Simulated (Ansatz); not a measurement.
Crystal: Hf.

```xyz
2
Lattice="3.1967 0.0000 0.0000 -1.5983 2.7684 0.0000 0.0000 0.0000 5.0578" Properties=species:S:1:pos:R:3 pbc="T T T"
Hf    1.5984    0.9228    3.7934
Hf    0.0000    1.8456    1.2645
```

Program: Ansatz 0.2.0. Alike in all runs: potentials or basis all-electron LAPW, scalar-relativistic; no spin polarisation; cell as given; k mesh 10 × 10 × 5; cutoff (eV) 213; basis error allowed 0.001 eV/atom.

Task: Order these runs on this cell by their pressure, lowest first.
A. level PBE+D4; smearing methfessel-paxton 0.1 eV
B. level RPBE; smearing fermi-dirac 0.05 eV
C. level LDA; smearing fermi-dirac 0.05 eV
D. level PBE; smearing gaussian 0.028 eV
E. level PBEsol; smearing fermi-dirac 0.05 eV

Result: C (-7.8 GPa), E (-3.9 GPa), A (-1.0 GPa), D (0.6 GPa), B (3.5 GPa).

Caveats: pairwise dispersion overbinds metals, which lowers pressure and volume (some runs).

Not every run made on this cell is shown here.
